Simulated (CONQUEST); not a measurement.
The system is SnTe.

```
CELL_PARAMETERS angstrom
4.45597 0.00000 0.00000
0.00000 4.45597 0.00000
0.00000 0.00000 6.30170
ATOMIC_POSITIONS crystal
Te 0.00817 0.00814 0.50228
Te 0.50818 0.50814 0.00228
Sn 0.49335 0.50671 0.49688
Sn 0.99335 0.00671 0.99688
```

The cell isn't the ideal one: atoms moved at random, drawn with an rms of 0.05 Å.

Base run:

| Item | Value |
| --- | --- |
| Program | CONQUEST 1.3 |
| Functional | PBE |
| Potentials or basis | PseudoDojo NC PBE, DZP, grid cutoff 200 Ha |
| k mesh | 6 × 6 × 4 |
| Occupations | fermi-dirac, width 0.05 eV |
| Spin | no spin polarisation |

Its results: band gap on the k mesh 0.06 eV; pressure 2.7 GPa; largest force 0.027 eV/Å.

After a change of settings the same cell gave: band gap on the k mesh 0.77 eV; pressure 2.6 GPa; largest force 0.129 eV/Å. Which change was it?
A. potentials or basis from PseudoDojo NC PBE, DZP, grid cutoff 200 Ha to PseudoDojo NC PBE, DZP, multi-site functions of range 10 bohr, grid cutoff 120 Ha
B. potentials or basis from PseudoDojo NC PBE, DZP, grid cutoff 200 Ha to PseudoDojo NC PBE, DZP, multi-site functions of range 6.5 bohr, grid cutoff 120 Ha
C. potentials or basis from PseudoDojo NC PBE, DZP, grid cutoff 200 Ha to PseudoDojo NC PBE, DZP, multi-site functions of range 3 bohr, grid cutoff 120 Ha
D. potentials or basis from PseudoDojo NC PBE, DZP, grid cutoff 200 Ha to PseudoDojo NC PBE, DZP, grid cutoff 150 Ha

C.

Caveats: spin-orbit coupling is left out, which moves the levels of the heavy elements; the basis of atomic orbitals isn't converged, which shifts pressures, moduli and gaps; multi-site functions contract the basis, which raises the energy a little and makes forces and stress less exact (some runs).
